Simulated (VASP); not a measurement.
## PbSe: single point with PBEsol

Crystal: PbSe.

```
Pb Se
1.0
     0.00000   12.00080    3.12544
     3.11815    0.00000    3.12544
     3.11815   12.00080    0.00000
Pb Se
2 2
Direct
  0.19073 0.80527 0.19473
  0.80527 0.19073 0.80927
  0.67442 0.29558 0.70442
  0.29558 0.67442 0.32558
```

The cell comes from a database or a generator and needn't be the stable form of this composition.

```
Program             : VASP 6.6.1
Task                : single point
Functional          : PBEsol
Potentials or basis : VASP PAW PBE potentials, release 64 (Pb_d, Se)
Cutoff              : 520 eV
k mesh              : 4 × 4 × 4
Occupations         : gaussian, width 0.1 eV
Spin                : no spin polarisation
```

| Property | Result |
| --- | --- |
| Pressure | -1.2 GPa |
| Largest force | 0.269 eV/Å |
| Band gap on the k mesh | 1.64 eV, direct |

Forces in eV/Å, atoms in the order of the input:
```
Pb   0.000  0.250  0.009
Pb   0.000 -0.250  0.009
Se   0.000  0.269 -0.009
Se   0.000 -0.269 -0.009
```

Stress tensor (GPa, compression positive):
```
-1.34  0.00  0.00
 0.00 -1.03  0.00
 0.00  0.00 -1.36
```

Levels at points of the mesh, in eV from the valence-band top:
| k point | band 16 | band 17 | band 18 | band 19 | band 20 | band 21 | band 22 | band 23 | band 24 | band 25 |
| --- | --- | --- | --- | --- | --- | --- | --- | --- | --- | --- |
| (0.00, 0.00, 0.00) | -2.22 | -2.21 | -1.21 | -1.20 | -0.34 | 2.31 | 4.17 | 4.56 | 4.96 | 4.98 |
| (0.50, 0.00, 0.00) | -1.61 | -0.78 | -0.78 | 0.00 | 0.00 | 1.64 | 1.64 | 2.59 | 2.59 | 3.17 |
| (0.50, 0.50, 0.00) | -3.81 | -2.58 | -2.57 | -1.24 | -1.23 | 3.77 | 3.81 | 5.18 | 5.18 | 5.58 |
| (0.50, 0.00, 0.50) | -2.22 | -2.21 | -1.21 | -1.20 | -0.34 | 2.21 | 4.56 | 4.82 | 4.98 | 5.02 |
| (0.00, 0.50, 0.50) | -3.81 | -2.58 | -2.57 | -1.24 | -1.23 | 3.79 | 3.79 | 5.17 | 5.20 | 5.57 |

Run time: 3.7 min on 1 thread of Intel(R) Xeon(R) Platinum 8375C CPU @ 2.90GHz (Ice Lake), on a shared host, peak memory 0.69 GiB.

Caveat: the PAW data sets were made with another functional, which shifts forces and pressure a little; spin-orbit coupling is left out, which as a rule narrows the gap of such compounds by several tenths of an eV. A k mesh can miss the band edges.
